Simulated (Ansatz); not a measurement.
MgS in the NiAs structure, relaxed with r2SCAN: 5 runs in the PAW code Ansatz, each a calculation of independent-particle optics. It is hexagonal, P6_3/mmc (No. 194); a = 3.645 Å, c = 6.147 Å in the conventional setting, 17.69 Å³ an atom. Mg has 6 S at 2.61 Å; S has 6 Mg at 2.61 Å. All values are calculated for a non-magnetic cell, which may be hypothetical.

```xyz
4
Lattice="3.6454 0.0000 0.0000 -1.8227 3.1570 0.0000 0.0000 0.0000 6.1474" Properties=species:S:1:pos:R:3 pbc="T T T"
Mg    0.0000    0.0000    0.0000
Mg    0.0000    0.0000    3.0737
S     0.0000    2.1047    1.5368
S     1.8227    1.0523    4.6105
```

On meshes this coarse, single peaks can be features of the mesh. No local fields, no excitons; the zone sum runs over the cells of the mesh, and ε∞ includes the bands left out of the spectrum. Up to four peaks are listed, those above 15 % of the tallest and inside the complete range; the four can differ from row to row. Rows marked drawn have settings drawn at random (some not listed).

| functional | k mesh | broadening (eV) | scissors (eV) | range (eV) | settings | direct gap on the mesh before scissors (eV) | ε∞ xx | ε∞ yy | ε∞ zz | complete up to (eV) | tallest peaks of mean ε₂ (eV) |
| --- | --- | --- | --- | --- | --- | --- | --- | --- | --- | --- | --- |
| PBE | 6×6×4 | 0.1 | 0.00 | 0–17 | chosen | 3.54 | 5.89 | 5.89 | 5.99 | 17.0 | 5.85 6.55 7.65 8.25 |
| r2SCAN | 6×6×4 | 0.1 | 0.00 | 0–17 | chosen | 4.44 | 5.15 | 5.15 | 5.23 | 17.0 | 6.50 7.05 8.30 8.90 |
| PBE | 6×6×4 | 0.15 | 1.50 | 0.5–15 | drawn | 3.54 | 5.00 | 5.00 | 5.07 | 15.0 | 7.30 8.10 9.20 9.70 |
| PBEsol | 6×6×2 | 0.15 | 2.50 | 0–10 | drawn | 3.42 | 4.68 | 4.68 | 4.75 | 10.0 | 8.20 |

**Question.** Estimate from these rows what the further settings give.
```csv
functional,k mesh,broadening (eV),scissors (eV),range (eV),settings
PBE,6×6×4,0.1,1.11 (to HSE06),0–17,chosen
```

**Answer.**
```
functional  k mesh  broadening (eV)    scissors (eV)  range (eV)  settings  direct gap on the mesh before scissors (eV)  ε∞ xx  ε∞ yy  ε∞ zz  complete up to (eV)  tallest peaks of mean ε₂ (eV)
       PBE   6×6×4              0.1  1.11 (to HSE06)        0–17    chosen                                         3.54   5.19   5.19   5.28                 17.0            6.95 7.65 8.80 9.35
```

The fundamental gap is indirect (3.41 eV with PBE on 6×6×4); the table holds the direct one. The two differ by only 0.13 eV.
